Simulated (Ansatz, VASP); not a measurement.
**Two plane-wave programs on WC**

Contents of INCAR:

```
SYSTEM = WC
ALGO = Normal
EDIFF = 1E-6
ENCUT = 520
GGA = PE
ISIF = 2
ISMEAR = 0
LASPH = .TRUE.
LCHARG = .FALSE.
LREAL = .FALSE.
LWAVE = .FALSE.
NBANDS = 16
NELM = 80
PREC = Accurate
SIGMA = 0.1
```

File KPOINTS:

```
k-points
0
G
  15 15 14
  0 0 0
```

POSCAR

```
WC
1.0
    2.9005014360      0.0000000000      0.0000000000
   -1.4502507180      2.5119079273      0.0000000000
    0.0000000000      0.0000000000      2.8290000000
W C
1 1
Direct
    0.0089573347      0.0179146694      0.0000000000
    0.6666666667      0.3333333333      0.5000000000
```

Input for Ansatz:

```yaml
crystal:
  lattice:
    - [2.900501436, 0.0, 0.0]
    - [-1.450250718, 2.5119079273, 0.0]
    - [0.0, 0.0, 2.829]
  atoms:
    - { symbol: W, position: [0.0089573347, 0.0179146694, 0.0] }
    - { symbol: C, position: [0.6666666667, 0.3333333333, 0.5] }
basis:
  ecutwfc: 420
kpoints:
  mp_grid: { grid: [15, 15, 14] }
hamiltonian:
  xc: pbe
scf:
  occupations: { method: gaussian, width: 0.1 }
output:
  forces: true
  stress: true
  eigenvalues: true
```

Change from the starting cell: one atom moved.

Alike in both runs: task single point; functional PBE; k mesh 15 × 15 × 14; occupations gaussian, width 0.1 eV; no spin polarisation.

```csv
,VASP,Ansatz
version,VASP 6.6.1,Ansatz 0.2.0
potentials or method,"VASP PAW PBE potentials, release 64 (W_sv, C)","scalar-relativistic, plane waves, PAW"
plane-wave cutoff (eV),520,420
valence electrons in the cell,18,18
```

Ansatz gave:

* gap on the k mesh at the Fermi level (eV): none
* pressure (GPa): 8.7
* largest component of the traceless stress (GPa): 2.03
* rms of the force components (eV/Å): 0.412

Problem. Which values does VASP return?

Solution. gap on the k mesh at the Fermi level (eV): none; pressure (GPa): 9.9; largest component of the traceless stress (GPa): 2.18; rms of the force components (eV/Å): 0.414.

Atom by atom the forces differ by 0.001 eV/Å (rms over components). A gap of «none» marks a metal or a gap that the smearing closes. With one functional, cell and mesh, what is left measures potentials, basis and numerics.

Spin-orbit coupling is left out, which matters for the levels of W.
